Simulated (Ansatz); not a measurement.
# Cr (Cmcm) in Ansatz: notebook, part 2 of 2

Ansatz 0.2.0. Earlier steps stand in the parts before.

## Step 6: Single point, PBEsol, collinear spin, ferromagnetic start

The input, input.yaml:

```yaml
crystal:
  lattice:
    - [1.147050505, -2.46702512, 0.0]
    - [1.147050505, 2.46702512, 0.0]
    - [0.0, 0.0, 4.06431074]
  atoms:
    - { symbol: Cr, position: [0.87053258, 0.12946742, 0.75], spin: 4.5 }
    - { symbol: Cr, position: [0.12946742, 0.87053258, 0.25], spin: 4.5 }
hamiltonian:
  xc: pbesol
  pseudopotentials: { kind: paw }
magnetization:
  spin_polarized: true
  initial_magnetization: 9.0
  spin_locking: { lock_magnetization: hard }
kpoints:
  mp_grid: { grid: [11, 11, 6] }
scf:
  occupations: { method: fermi_dirac, width: 0.05 }
  lower_state_search: "off"
output:
  forces: true
  stress: true
  eigenvalues: true
  write_density: true
  write_potential: true
  elf: true
  volumetric_format: npy
```

Potentials or basis: Ansatz PAW.

Launch:

```sh
$ ansatz run input.yaml --threads 2 --pin off --max-ram 5632MiB --backend cpu --events-out ev --progress --plain --runs-dir out
```

The program printed:

```text
Warning: output.stress: scf.convergence.dr2_threshold = 1e-7 eV (the SCF's general default) is looser than the 2e-10 eV advised for a printed stress (1e-10 eV for each atom of the cell: 2). What an SCF threshold leaves in a stress goes as its square root, and in the free energy as the threshold itself, and one threshold admits the most on a small cell: of the crystals measured, under no hybrid functional and no lock of the moments, on runs that ended without the residual-converged pass, on stresses that held no estimate of that error, the worst erred by over 100 MPa in a component at 1e-7 eV an atom and by under 5 at 1e-10. Set scf.convergence.dr2_threshold to 2e-10 eV or tighter. The threshold is an SCF's pass mark: one that does not reach it within its budget of iterations ends unconverged, or closes short of it on a stop that the run arms, and scf.convergence.dr2_threshold's page says what that costs each kind of run
Warning: RAYON_NUM_THREADS=2 ignored (pool sized by the plan → 2); use --threads N
Engine: ansatz 0.2.0, aarch64-unknown-linux-gnu
Pseudopotentials: kind: paw
Pseudopotential: Cr, paw, valence charge 14, recommended cutoff 420 eV (normal), Cr.paw.azcp
Functional definition: PBEsol
  exchange = pbesol_x
  correlation = pbesol_c
Crystal: 2 atoms, lattice volume = 23.002 Å³
Basis set: ecut = 420 eV, 459 PW (Γ), exchange–correlation on 40×40×60 points (8 copies of the dense FFT grid, shifted against one another)
Bands: 23, of which v1, the nominal top of the filled ones, is band 14 counted from 1 (13 counted from 0)
Symmetry: 8 space group operations
Space group: Cmcm (ITA 63), of the structure as read, at distance tolerance 2.8e-5 Å
Magnetic group: BNS 63.457 (UNI 555), of the structure as read, at distance tolerance 2.8e-5 Å
k-points: 144 of 726
Non-local potential: Cr, projectors of the file, l = 0: 3, l = 1: 2, l = 2: 3, l = 3: 1
PAW form: soft (Blöchl's): semilocal exchange-correlation on the pseudo side does not see the compensation charge
PAW frozen core: Cr, regenerated for the run's functional, and the local potential with it (the file was generated under x = pbe(κ = 0.804, μ = 0.2195149727645171), c = pbe(β = 0.06672455060314922))
PAW one-centre angular grid: Cr, 590 points (default); XC on 64 Gauss nodes
Initial density: superposition of atomic densities (chi_scale 0.1, normalization cell)
Starting moments: Σ|m| = 9 μB on 2 of 2 sites
Initial wavefunctions: pseudopotential atomic-orbital guess
Functional: x = pbesol(κ = 0.804, μ = 0.12345679012345678), c = pbesol(β = 0.046)
iter 1 solved again at ethr=2.90e-3 eV; its pass at ethr=3.10e-3 eV (dr2=8.13e-1 eV) is discarded
SCF iter   1: F=—  HF=-6689.514716 eV  |F-HF|=—  |Δ(HF+E_count)|=         —  Δρ=1.28e-1 (↑1.28e-1 ↓7.83e-2)  dr2=8.13e-1  dr2_m=2.18e0  M=9.000 μB ∫|m|=9.000 μB  β_m=0.30  ethr=2.90e-3  ⟨swp⟩=1.0  Hψ=32160  notcnv=0
preconditioner: auto → none  [metal: Δε(μ)=0.007 eV  Ē_g=11.096 eV  σ=0.050 eV  W_gap=0.03  n_scr=4 (ndim 8)  ℏωp=26.8 eV  f_vac=0.000  D(μ)=1.70/eV (n_scr^D=22)  sad-step TF]
SCF iter   2: F=—  HF=-6689.857433 eV  |F-HF|=—  |Δ(HF+E_count)|=   3.43e-1  Δρ=8.74e-2 (↑8.74e-2 ↓5.79e-2)  dr2=3.82e-1  dr2_m=1.06e0  M=9.000 μB ∫|m|=9.000 μB  β_m=0.64  ethr=2.90e-3  ⟨swp⟩=2.0  Hψ=9127  notcnv=0
SCF iter   3: F=—  HF=-6690.214305 eV  |F-HF|=—  |Δ(HF+E_count)|=   3.57e-1  Δρ=7.30e-3 (↑7.30e-3 ↓3.44e-3)  dr2=1.20e-2  dr2_m=3.91e-3  M=9.000 μB ∫|m|=9.000 μB  β_m=0.63  ethr=1.37e-3  ⟨swp⟩=2.2  Hψ=10866  notcnv=0  defer=1
SCF iter   4: F=—  HF=-6690.215348 eV  |F-HF|=—  |Δ(HF+E_count)|=   1.04e-3  Δρ=3.49e-3 (↑3.49e-3 ↓1.59e-3)  dr2=2.29e-3  dr2_m=4.83e-4  M=9.000 μB ∫|m|=9.000 μB  β_m=0.71  ethr=4.28e-5  ⟨swp⟩=2.3  Hψ=13820  notcnv=0  defer=71
SCF iter   5: F=—  HF=-6690.216431 eV  |F-HF|=—  |Δ(HF+E_count)|=   1.08e-3  Δρ=4.59e-4 (↑1.73e-4 ↓4.59e-4)  dr2=1.87e-5  dr2_m=1.40e-5  M=9.000 μB ∫|m|=9.000 μB  β_m=0.83  ethr=8.17e-6  ⟨swp⟩=2.5  Hψ=12042  notcnv=0  defer=76
SCF iter   6: F=—  HF=-6690.216584 eV  |F-HF|=—  |Δ(HF+E_count)|=   1.52e-4  Δρ=1.17e-4 (↑3.31e-5 ↓1.17e-4)  dr2=1.54e-6  dr2_m=9.00e-7  M=9.000 μB ∫|m|=9.000 μB  β_m=0.86  ethr=6.69e-8  ⟨swp⟩=2.0  Hψ=10625  notcnv=0  defer=76
SCF iter   7: F=—  HF=-6690.216593 eV  |F-HF|=—  |Δ(HF+E_count)|=   9.14e-6  Δρ=2.31e-5 (↑9.90e-6 ↓2.31e-5)  dr2=6.57e-8  dr2_m=4.83e-8  M=9.000 μB ∫|m|=9.000 μB  β_m=0.92  ethr=3.57e-10  ⟨swp⟩=5.8  Hψ=34605  notcnv=0
SCF iter   8: F=-6690.216593 eV  HF=-6690.216593 eV  |F-HF|=3.42e-9  |Δ(HF+E_count)|=   2.78e-7  Δρ=5.60e-6 (↑4.40e-6 ↓5.60e-6)  dr2=6.45e-9  dr2_m=3.22e-9  M=9.000 μB ∫|m|=9.000 μB  ethr=2.35e-10  ⟨swp⟩=7.2  Hψ=34315  notcnv=0
SCF 1 converged in 8 iterations: F = -6690.216593 eV  dr2 = 6.45e-9
SCF converged after 8 iterations
Stability checked in part: among states of this total moment the steps that led to this state did not find it unstable. No probe was made; neither looks for a lower state of another moment (fixed_total_moment; see scf.lower_state_search)
Magnetization: 9.0000 μB (18.5000 up, 9.5000 down)
Absolute magnetization: 9.0000 μB (∫|ρ↑−ρ↓|, with the PAW one-centre terms)
Spin contamination: 0.0023 ħ² per cell (⟨S²⟩ above its minimum at these occupations)
Per-site moments (μB) at R_I (Å): [(3.5591910367834565, 0.946316666625), (3.5591910367834565, 0.946316666625)]
Free energy (F): -6690.216593 eV
Harris-Foulkes:  -6690.216593 eV  (|F-HF|=3.42e-9)
Internal energy: -6690.202402 eV  (E = F + TS)
E sigma→0 (E₀):  -6690.209497 eV
Entropy (-TS):   -0.014192 eV (-7.096 meV/atom)
Fermi energy:    20.254734 (↑ 22.178580, ↓ 18.330888) eV
--- Per-component energies (eV) ---
  E_band       = -235.256248
  E_kinetic    = 705.311068
  E_local      = -2434.677920  (includes V_loc(G=0)·N_el)
  E_nonlocal   = 186.694032
  E_hartree    = 1085.404135
  E_xc         = -279.288975
  E_vxc        = -358.064250  (∫ρ·V_xc dr)
  E_paw        = -2352.919542  (= ΣΔE_a)
  E_vpaw       = -505.328957  (= ΣTr[D̂ρ^β])
  E_aug_tail   = 0.000738  (compensation charges beyond the density's cutoff)
  E_ewald      = -3601.045936
  E_core_change = 0.319999  (= ΣΔE_core)
  E_smearing   = -0.014192  (= −TS)
  E_closure    = 0.000000  (closes the sum)
  Σ components = -6690.216593   (vs F -6690.216593, Δ=0.00e0)
--- Forces (eV/Å), atoms counted from 1 ---
  atom   1  Cr     0.00000000     0.69933564     0.00000000
  atom   2  Cr     0.00000000    -0.69933564     0.00000000
  max |Σ_I F_I| component: 1.11e-16 eV/Å
--- Stress (GPa, compression-positive) ---
      152.863760       0.000000       0.000000
        0.000000      88.576274       0.000000
        0.000000       0.000000     116.145013
  P = ⅓ Tr σ = 119.1950 GPa (1191.950 kbar)
--- Band table (eV; the first three rows and the last of 288) ---
  k-point 0 ↑: bands = ["-51.7429", "-51.5087", "-23.7308", "-23.0402", "-22.7654", "-22.6642", "-22.5342", "-22.5212", "10.4646", "14.3275", "16.8810", "17.1476", "18.2964", "19.3814", "19.4391", "20.3817", "20.4169", "21.1042", "21.2804", "22.1020", "28.8774", "34.1444", "38.6385"]
  k-point 1 ↑: bands = ["-51.7275", "-51.5246", "-23.6634", "-23.0260", "-22.7828", "-22.7347", "-22.5333", "-22.5221", "10.7687", "14.2750", "16.8839", "17.1339", "18.5411", "18.7811", "19.1667", "20.1857", "20.2334", "21.3376", "21.4736", "21.7924", "29.9538", "34.5994", "38.6356"]
  k-point 2 ↑: bands = ["-51.6851", "-51.5680", "-23.4779", "-23.0166", "-22.8957", "-22.8298", "-22.5309", "-22.5244", "11.6211", "13.8546", "17.0008", "17.1094", "17.8498", "18.4988", "19.2059", "19.9430", "19.9760", "21.0225", "21.6662", "21.7400", "32.4169", "35.6892", "37.8489"]
  k-point 143 ↓: bands = ["-47.7549", "-47.7549", "-19.8816", "-19.8816", "-19.0580", "-19.0580", "-18.8383", "-18.8383", "17.4379", "17.4379", "19.8676", "19.8676", "21.1628", "21.1628", "24.5517", "24.5517", "25.6105", "25.6105", "25.7405", "25.7405", "31.7314", "31.7314", "38.7584"]
```

v_z.tsv:

```text
# z_ang	v_es[eV]	v_tot_up[eV]	v_tot_dn[eV]
# format = ansatz-planar-average/11
# xc	pbesol
# density_cutoff_ev	1680
# datasets	Cr=:simpson_from_first_knot:soft:shift=-673940
# lattice	1.147050505	-2.467025120	0.000000000
# lattice	1.147050505	2.467025120	0.000000000
# lattice	0.000000000	0.000000000	4.064310740
# sites	2
# site	24	1.147050505	-1.828226365	3.048233055
# site	24	1.147050505	1.828226365	1.016077685
0.000000	1.673682e1	4.864413e0	7.343356e0
0.135477	1.591193e1	3.865884e0	6.323584e0
0.270954	1.367426e1	1.077021e0	3.573293e0
0.406431	1.070103e1	-2.762930e0	-1.980418e-1
0.541908	7.752396e0	-6.707926e0	-4.137819e0
0.677385	5.358918e0	-1.005997e1	-7.494702e0
[... 22 lines left out ...]
3.793357	1.367426e1	1.077021e0	3.573293e0
3.928834	1.591193e1	3.865884e0	6.323584e0
```

It took 7.7 s on 2 threads of Arm Neoverse V1, shared host; peak memory 0.38 GiB.

What came out:

```
Free energy     : -6690.2166 eV
Pressure        : 119.2 GPa
Largest force   : 0.699 eV/Å
Net moment      : 9.00 μB per cell
Absolute moment : 9.00 μB per cell
Site moments    : Cr +3.56 μB
```

Forces on the atoms (eV/Å):
```
Cr   0.000  0.699  0.000
Cr   0.000 -0.699  0.000
```

Stress tensor (GPa, compression positive):
```
152.86   0.00   0.00
  0.00  88.58   0.00
  0.00   0.00 116.15
```

Caveat: a pressure of tens of GPa on the cell as given is suspect, and the run, the potentials or the cell itself is likely at fault; the total moment is fixed, so each spin has its own Fermi level; the PAW data sets come from PBE, with cores solved anew for the run's functional, which leaves a small shift of forces and pressure; the thresholds are loose for stress.

## Step 7: Single point, PBEsol, collinear spin, ferromagnetic start

The input, input.yaml:

```yaml
crystal:
  lattice:
    - [1.147050505, -2.46702512, 0.0]
    - [1.147050505, 2.46702512, 0.0]
    - [0.0, 0.0, 4.06431074]
  atoms:
    - { symbol: Cr, position: [0.87053258, 0.12946742, 0.75], spin: 6.0 }
    - { symbol: Cr, position: [0.12946742, 0.87053258, 0.25], spin: 6.0 }
hamiltonian:
  xc: pbesol
  pseudopotentials: { kind: paw }
magnetization:
  spin_polarized: true
  initial_magnetization: 12.0
  spin_locking: { lock_magnetization: hard }
kpoints:
  mp_grid: { grid: [11, 11, 6] }
scf:
  occupations: { method: fermi_dirac, width: 0.05 }
  lower_state_search: "off"
output:
  forces: true
  stress: true
  eigenvalues: true
```

Potentials or basis: Ansatz PAW.

Launch:

```sh
$ ansatz run input.yaml --threads 2 --pin off --max-ram 5632MiB --backend cpu --events-out ev --progress --plain --runs-dir out
```

The program printed:

```text
Warning: output.stress: scf.convergence.dr2_threshold = 1e-7 eV (the SCF's general default) is looser than the 2e-10 eV advised for a printed stress (1e-10 eV for each atom of the cell: 2). What an SCF threshold leaves in a stress goes as its square root, and in the free energy as the threshold itself, and one threshold admits the most on a small cell: of the crystals measured, under no hybrid functional and no lock of the moments, on runs that ended without the residual-converged pass, on stresses that held no estimate of that error, the worst erred by over 100 MPa in a component at 1e-7 eV an atom and by under 5 at 1e-10. Set scf.convergence.dr2_threshold to 2e-10 eV or tighter. The threshold is an SCF's pass mark: one that does not reach it within its budget of iterations ends unconverged, or closes short of it on a stop that the run arms, and scf.convergence.dr2_threshold's page says what that costs each kind of run
Warning: RAYON_NUM_THREADS=2 ignored (pool sized by the plan → 2); use --threads N
[... 4 set-up lines as earlier in the session ...]
[... 64 lines left out ...]
  P = ⅓ Tr σ = 205.7792 GPa (2057.792 kbar)
--- Band table (eV; the first three rows and the last of 288) ---
  k-point 0 ↑: bands = ["-50.7664", "-50.5157", "-22.8924", "-22.1318", "-21.8383", "-21.7427", "-21.5854", "-21.5717", "9.9136", "14.2421", "17.3031", "17.6703", "18.7044", "18.9078", "19.9561", "20.9767", "21.0237", "21.7762", "21.9596", "22.8722", "29.2063", "33.5933", "37.8875", "39.9548"]
  k-point 1 ↑: bands = ["-50.7499", "-50.5328", "-22.8199", "-22.1166", "-21.8571", "-21.8192", "-21.5844", "-21.5726", "10.2216", "14.1258", "17.2784", "17.6517", "18.4299", "19.0287", "19.6410", "20.7640", "20.8206", "22.0332", "22.1771", "22.5227", "30.1880", "34.0682", "38.0152", "39.3576"]
  k-point 2 ↑: bands = ["-50.7045", "-50.5792", "-22.6202", "-22.1112", "-21.9891", "-21.9076", "-21.5818", "-21.5750", "11.0890", "13.5141", "17.3860", "17.6086", "17.8701", "18.8705", "19.7210", "20.5006", "20.5382", "21.6729", "22.3977", "22.4770", "32.4897", "35.1733", "37.5670", "38.1830"]
  k-point 143 ↓: bands = ["-46.0398", "-46.0398", "-18.3003", "-18.3003", "-17.4341", "-17.4341", "-17.1218", "-17.1218", "18.7031", "18.7031", "21.1823", "21.1823", "22.5277", "22.5277", "26.0511", "26.0511", "27.1510", "27.1510", "27.2250", "27.2250", "33.1774", "33.1774", "39.9863", "39.9863"]
```

Run time: 6.1 s. Hardware: 2 threads of Arm Neoverse V1, shared host; peak memory 0.38 GiB.

Results:

| Property | Result |
| --- | --- |
| Free energy | -6680.4295 eV |
| Pressure | 205.8 GPa |
| Largest force | 1.067 eV/Å |
| Net moment | 12.00 μB per cell |
| Absolute moment | 12.00 μB per cell |
| Site moments | Cr +4.34 μB |

Forces in eV/Å, atoms in the order of the input:
```
Cr   0.000  1.067  0.000
Cr   0.000 -1.067  0.000
```

Caveat: a pressure of tens of GPa on the cell as given is suspect, and the run, the potentials or the cell itself is likely at fault; the total moment is fixed, so each spin has its own Fermi level; the PAW data sets come from PBE, with cores solved anew for the run's functional, which leaves a small shift of forces and pressure; forces of over 1 eV/Å show positions far from the minimum, so gaps and moduli don't describe the material at rest; the thresholds are loose for stress.

## Step 8: The runs side by side

| fixed moment (μB) | pressure (GPa) | moment (μB) | largest force (eV/Å) |
| --- | --- | --- | --- |
| 3.0 | 12.3 | 3.00 | 0.42 |
| 4.5 | 29.6 | 4.50 | 0.47 |
| 6.0 | 54.0 | 6.00 | 0.67 |
| 7.5 | 84.1 | 7.50 | 0.69 |
| 9.0 | 119.2 | 9.00 | 0.70 |
| 12.0 | 205.8 | 12.00 | 1.07 |

Alike in all rows: task single point; level PBEsol; potentials or basis Ansatz PAW; spin collinear, ferromagnetic start; cell as given; k mesh 11 × 11 × 6; cutoff (eV) 420; smearing fermi-dirac 0.05 eV.

Caveats: the total moment is fixed, so each spin has its own Fermi level; the PAW data sets come from PBE, with cores solved anew for the run's functional, which leaves a small shift of forces and pressure; the thresholds are loose for stress; a pressure of tens of GPa on the cell as given is suspect, and the run, the potentials or the cell itself is likely at fault (some runs); forces of over 1 eV/Å show positions far from the minimum, so gaps and moduli don't describe the material at rest (some runs).

Absolute energies hang on the potentials; compare differences alone.
